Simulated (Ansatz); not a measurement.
# AlN (P6_3mc) in Ansatz: a series of runs

The runs below take AlN through single point, with PBE.

All numbers are computed with Ansatz 0.2.0; they aren't measurements. Logs are shortened: lines on timing, memory, paths and dates and some standing lists are left out, and cuts for length are marked.

**Experimental background.**

From “Structural and optical properties of self-assembled AlN nanowires grown on SiO2/Si substrates by molecular beam epitaxy”, 2024, arxiv:2402.00216, for a bulk crystal of AlN at 0 K: band gap 6.0343 eV (an exciton energy, a little under the gap).

The results are compared with them further down.

## 1. The structure

Symmetry: P6_3mc, No. 186, hexagonal system. The conventional cell has a = 3.113 Å, b = 3.113 Å, c = 4.981 Å, α = 90.00°, β = 90.00°, γ = 120.00°. Al (site symmetry 3m) is surrounded by 4 N at 1.89 Å. Around N (site symmetry 3m) lie 4 Al at 1.89 Å.

## 2. Single point, PBE

Contents of input.yaml:

```yaml
crystal:
  lattice:
    - [3.113, 0.0, 0.0]
    - [-1.5565, 2.695937082, 0.0]
    - [0.0, 0.0, 4.981]
  atoms:
    - { symbol: Al, position: [0.6666666667, 0.3333333333, 0.5] }
    - { symbol: Al, position: [0.3333333333, 0.6666666667, 0.0] }
    - { symbol: "N", position: [0.6666666667, 0.3333333333, 0.88] }
    - { symbol: "N", position: [0.3333333333, 0.6666666667, 0.38] }
hamiltonian:
  xc: pbe
  pseudopotentials: { kind: paw }
kpoints:
  mp_grid: { grid: [10, 10, 6] }
scf:
  occupations: { method: gaussian, width: 0.023 }
output:
  forces: true
  stress: true
  eigenvalues: true
```

Potentials or basis: Ansatz PAW.

On the command line:

```sh
$ ansatz run input.yaml --threads 2 --pin off --max-ram 5632MiB --backend cpu --events-out ev --progress --plain --runs-dir out
```

Output:

```text
Warning: RAYON_NUM_THREADS=2 ignored (pool sized by the plan → 2); use --threads N
Engine: ansatz 0.2.0, x86_64-unknown-linux-gnu
Pseudopotentials: kind: paw
Pseudopotential: Al, paw, valence charge 3, recommended cutoff 420 eV (normal), Al.paw.azcp
Pseudopotential: N, paw, valence charge 5, recommended cutoff 420 eV (normal), N.paw.azcp
Functional definition: PBE
  parameter kappa = 0.804
  parameter beta = 0.06672455060314922
  exchange = pbe_x(kappa = kappa, mu = beta*pi^2/3)
  correlation = pbe_c(beta = beta)
Crystal: 4 atoms, lattice volume = 41.803 Å³
Basis set: ecut = 420 eV, 809 PW (Γ), exchange–correlation on 48×48×72 points (8 copies of the dense FFT grid, shifted against one another)
Bands: 12, of which v1, the nominal top of the filled ones, is band 8 counted from 1 (7 counted from 0)
Symmetry: 12 space group operations
Space group: P63mc (ITA 186), of the structure as read, at distance tolerance 3.5e-5 Å
k-points: 56 of 600 (time reversal used)
Non-local potential: Al, projectors of the file, l = 0: 2, l = 1: 2, l = 2: 1
Non-local potential: N, projectors of the file, l = 0: 2, l = 1: 2, l = 2: 1
PAW form: soft (Blöchl's): semilocal exchange-correlation on the pseudo side does not see the compensation charge
PAW one-centre angular grid: Al, 110 points (default); XC on 64 Gauss nodes
PAW one-centre angular grid: N, 110 points (default); XC on 64 Gauss nodes
Initial density: superposition of atomic densities (neutral atoms: chi_scale 0, normalization atom), corrected by the library's trained network
Initial wavefunctions: pseudopotential atomic-orbital guess
Functional: x = pbe(κ = 0.804, μ = 0.2195149727645171), c = pbe(β = 0.06672455060314922)
SCF iter   1: F=—  HF=-1848.497643 eV  |F-HF|=—  |Δ(HF+E_count)|=         —  Δρ=8.37e-4  dr2=1.47e-4  ethr=1.77e-3  ⟨swp⟩=6.2  Hψ=4524  notcnv=0
preconditioner: auto → none  [insulator: Δε(μ)=4.209 eV  Ē_g=13.125 eV  σ=0.023 eV  W_gap=1.00  n_scr=2 (ndim 8)  ℏωp=23.0 eV  f_vac=0.000  D(μ)=0.00/eV (n_scr^D=0)  ε∞_Penn≈4.1]
SCF iter   2: F=—  HF=-1848.497930 eV  |F-HF|=—  |Δ(HF+E_count)|=   2.87e-4  Δρ=3.97e-4  dr2=1.98e-5  ethr=9.16e-7  ⟨swp⟩=2.3  Hψ=1596  notcnv=0
SCF iter   3: F=—  HF=-1848.497787 eV  |F-HF|=—  |Δ(HF+E_count)|=   1.42e-4  Δρ=7.75e-5  dr2=1.00e-6  ethr=1.24e-7  ⟨swp⟩=2.4  Hψ=1104  notcnv=0
iter 4 did not close the SCF: its close was put off for the readings that it lacked (scf_convergence_deferred on its scf_iter line)
SCF iter   4: F=-1848.497790 eV  HF=-1848.497790 eV  |F-HF|=1.20e-8  |Δ(HF+E_count)|=   3.00e-6  Δρ=8.58e-6  dr2=1.32e-8  ethr=6.26e-9  ⟨swp⟩=2.0  Hψ=1109  notcnv=0
iter 5 did not close the SCF: its close was put off for the readings that it lacked (scf_convergence_deferred on its scf_iter line)
SCF iter   5: F=-1848.497790 eV  HF=-1848.497790 eV  |F-HF|=3.49e-10  |Δ(HF+E_count)|=   1.41e-8  Δρ=1.82e-6  dr2=5.90e-10  ethr=8.28e-11  ⟨swp⟩=2.3  Hψ=1086  notcnv=0
SCF iter   6: F=-1848.497790 eV  HF=-1848.497790 eV  |F-HF|=6.82e-12  |Δ(HF+E_count)|=  1.59e-10  Δρ=2.49e-7  dr2=9.50e-12  ethr=3.69e-12  ⟨swp⟩=1.0  Hψ=1961  notcnv=0
SCF 1 converged in 6 iterations: F = -1848.497790 eV  dr2 = 9.50e-12
SCF converged after 6 iterations
Free energy (F): -1848.497790 eV
Harris-Foulkes:  -1848.497790 eV  (|F-HF|=6.82e-12)
Internal energy: -1848.497790 eV  (E = F + TS)
E sigma→0 (E₀):  -1848.497790 eV
Fermi energy:    9.225935 eV
--- Per-component energies (eV) ---
  E_band       = 30.374957
  E_kinetic    = 318.953834
  E_local      = -448.269812  (includes V_loc(G=0)·N_el)
  E_nonlocal   = 110.843854
  E_hartree    = 155.685265
  E_xc         = -203.726106
  E_vxc        = -215.995485  (∫ρ·V_xc dr)
  E_paw        = -1190.321749  (= ΣΔE_a)
  E_vpaw       = -46.528143  (= ΣTr[D̂ρ^β])
  E_aug_tail   = 0.000194  (compensation charges beyond the density's cutoff)
  E_ewald      = -591.663270
  E_smearing   = -0.000000  (= −TS)
  E_closure    = -0.000000  (closes the sum)
  Σ components = -1848.497790   (vs F -1848.497790, Δ=0.00e0)
--- Forces (eV/Å), atoms counted from 1 ---
  atom   1  Al     0.00000000     0.00000000    -0.12926154
  atom   2  Al     0.00000000    -0.00000000    -0.12926154
  atom   3  N     -0.00000000    -0.00000000     0.12924023
  atom   4  N     -0.00000000     0.00000000     0.12924023
  max |Σ_I F_I| component: 4.26e-5 eV/Å
--- Stress (GPa, compression-positive) ---
        3.194244       0.000000      -0.000000
        0.000000       3.194244       0.000000
       -0.000000       0.000000       4.776995
  P = ⅓ Tr σ = 3.7218 GPa (37.218 kbar)
--- Band table (eV; the first three rows and the last of 56) ---
  k-point 0: bands = ["-8.0267", "-5.8835", "1.1562", "6.2905", "6.2905", "6.9399", "6.9399", "7.1196", "11.3323", "13.7884", "17.7301", "18.2932"]
  k-point 1: bands = ["-7.9204", "-6.0902", "1.5255", "6.3320", "6.3320", "6.5210", "6.8938", "6.8938", "11.8238", "13.8548", "17.5576", "18.2601"]
  k-point 2: bands = ["-7.6125", "-6.5824", "2.4942", "5.2378", "6.4457", "6.4457", "6.7702", "6.7702", "12.7746", "13.9124", "17.2871", "18.3045"]
  k-point 55: bands = ["-5.5270", "-5.5270", "2.2300", "2.2300", "3.5113", "3.5113", "6.3141", "6.3141", "14.2166", "14.2166", "15.3909", "15.3909"]
```

Run time: 3 s. Hardware: 2 threads of Intel Xeon at 2.50GHz (Skylake/Cascade Lake), shared host; peak memory 0.34 GiB.

Results:

* Free energy: -1848.4978 eV
* Pressure: 3.7 GPa
* Largest force: 0.129 eV/Å
* Band gap on the k mesh: 4.21 eV, direct

Forces on the atoms (eV/Å):
```
Al   0.000  0.000 -0.129
Al   0.000  0.000 -0.129
N    0.000  0.000  0.129
N    0.000  0.000  0.129
```

Levels at points of the mesh, in eV from the valence-band top:
| k point | band 5 | band 6 | band 7 | band 8 | band 9 | band 10 | band 11 | band 12 |
| --- | --- | --- | --- | --- | --- | --- | --- | --- |
| (0.00, 0.00, 0.00) | -0.83 | -0.18 | -0.18 | 0.00 | 4.21 | 6.67 | 10.61 | 11.17 |
| (0.00, 0.00, -0.50) | -0.51 | -0.51 | -0.51 | -0.51 | 6.47 | 6.47 | 10.35 | 10.35 |
| (0.00, -0.50, 0.00) | -3.32 | -2.05 | -1.76 | -0.66 | 5.82 | 5.84 | 8.20 | 10.29 |
| (0.00, -0.50, -0.50) | -1.43 | -1.43 | -1.35 | -1.35 | 5.33 | 5.33 | 9.30 | 9.30 |

Caveat: the pressure holds a Pulay correction of +0.5 GPa for the finite cutoff.

## 3. Single point, PBE

input.yaml: that of step 2 with these lines changed.

```diff
@@ -16,3 +16,3 @@
 scf:
-  occupations: { method: gaussian, width: 0.023 }
+  occupations: { method: gaussian, width: 0.024 }
 output:
@@ -21 +21,5 @@
   eigenvalues: true
+  write_density: true
+  write_potential: true
+  elf: true
+  volumetric_format: npy
```

Potentials or basis: Ansatz PAW.

On the command line:

```sh
$ ansatz run input.yaml --threads 2 --pin off --max-ram 5632MiB --backend cpu --events-out ev --progress --plain --runs-dir out
```

Run time: 4.2 s. Hardware: 2 threads of Intel Xeon at 2.50GHz (Skylake/Cascade Lake), shared host; peak memory 0.35 GiB.

Results (log left out):

```
Free energy            : -1848.4978 eV
Pressure               : 3.7 GPa
Largest force          : 0.129 eV/Å
Band gap on the k mesh : 4.21 eV, direct
```

Forces on the atoms (eV/Å):
```
Al   0.000  0.000 -0.129
Al   0.000  0.000 -0.129
N    0.000  0.000  0.129
N    0.000  0.000  0.129
```

Stress tensor (GPa, compression positive):
```
3.19 0.00 0.00
0.00 3.19 0.00
0.00 0.00 4.78
```

Levels at points of the mesh, in eV from the valence-band top:
```
             k point  band 6  band 7  band 8  band 9  band 10  band 11
  (0.00, 0.00, 0.00)   -0.18   -0.18    0.00    4.21     6.67    10.61
 (0.00, 0.00, -0.50)   -0.51   -0.51   -0.51    6.47     6.47    10.35
 (0.00, -0.50, 0.00)   -2.05   -1.76   -0.66    5.82     5.84     8.20
(0.00, -0.50, -0.50)   -1.43   -1.35   -1.35    5.33     5.33     9.30
```

Caveat: the pressure holds a Pulay correction of +0.5 GPa for the finite cutoff.

## 4. Comparison with measurements

Step 2. A measured gap of AlN is 6.0343 eV (an exciton energy, a little under the gap; 0 K; quoted in “Structural and optical properties of self-assembled AlN nanowires grown on SiO2/Si substrates by molecular beam epitaxy”, 2024, arxiv:2402.00216); the calculated 4.21 eV misses it by -1.82 eV. 2 values of this kind are on record (6.034 to 6.0343 eV); this one was drawn at random. The value is that of PBE on a finite k mesh, which can miss the band edges, without temperature or zero-point motion. Semilocal functionals fall short of measured gaps as a rule.

Step 3. A measured gap of AlN is 6.0343 eV (an exciton energy, a little under the gap; 0 K; quoted in “Structural and optical properties of self-assembled AlN nanowires grown on SiO2/Si substrates by molecular beam epitaxy”, 2024, arxiv:2402.00216); the calculated 4.21 eV misses it by -1.82 eV. 2 values of this kind are on record (6.034 to 6.0343 eV); this one was drawn at random. The value is that of PBE on a finite k mesh, which can miss the band edges, without temperature or zero-point motion. Semilocal functionals fall short of measured gaps as a rule.
